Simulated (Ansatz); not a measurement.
Wanted: the native input for an Ansatz 0.2.0 run.

- Task: single point
- Functional: PBE
- Potentials or basis: all-electron LAPW, scalar-relativistic
- Cutoff: 235 eV (chosen from the basis error)
- Basis error allowed: 0.001 eV/atom
- k mesh: 8 × 8 × 8
- Occupations: fermi-dirac, width 0.05 eV
- Spin: no spin polarisation

The system is MoS2.

```
Mo S
1.0
     0.00000    2.99595    2.99595
     2.99595    0.00000    2.99595
     2.99595    2.99595    0.00000
Mo S
1 2
Direct
  0.00181 0.01294 0.00515
  0.24434 0.24922 0.25721
  0.74746 0.75569 0.74825
```

The cell comes from a database or a generator and needn't be the stable form of this composition.

The cell isn't the ideal one: atoms moved at random, drawn with an rms of 0.05 Å.

These files were run (other wordings do the same):

input.yaml

```yaml
crystal:
  lattice:
    - [0.0, 2.99595142, 2.99595142]
    - [2.99595142, 0.0, 2.99595142]
    - [2.99595142, 2.99595142, 0.0]
  atoms:
    - { symbol: Mo, position: [0.001807, 0.012944, 0.005152] }
    - { symbol: S, position: [0.244339, 0.249224, 0.257208] }
    - { symbol: S, position: [0.747456, 0.755685, 0.748248] }
kpoints:
  mp_grid: { grid: [8, 8, 8] }
scf:
  occupations: { method: fermi_dirac, width: 0.05 }
hamiltonian:
  xc: pbe
  pseudopotentials: { kind: all_electron, lapw: { basis_error: 0.001 } }
output:
  forces: true
  stress: true
  eigenvalues: true
  populations: true
```

Potentials or basis: all-electron LAPW, scalar-relativistic.

Run with:

```sh
$ ansatz run input.yaml --threads 2 --pin off --max-ram 6144MiB --backend cpu --events-out ev --progress --plain --runs-dir out
```

Results of the run:

| Item | Value |
| --- | --- |
| Pressure | -6.9 GPa |
| Largest force | 0.133 eV/Å |
| Band gap on the k mesh | none (metal or under the smearing width) |
| Loewdin charges | Mo +0.41; S -0.12 e |

Caveat: the atomic charges don't sum to the cell's charge.

Run time: 2.1 min on 2 threads of Arm Neoverse V1 (shared host), peak memory 0.87 GiB.
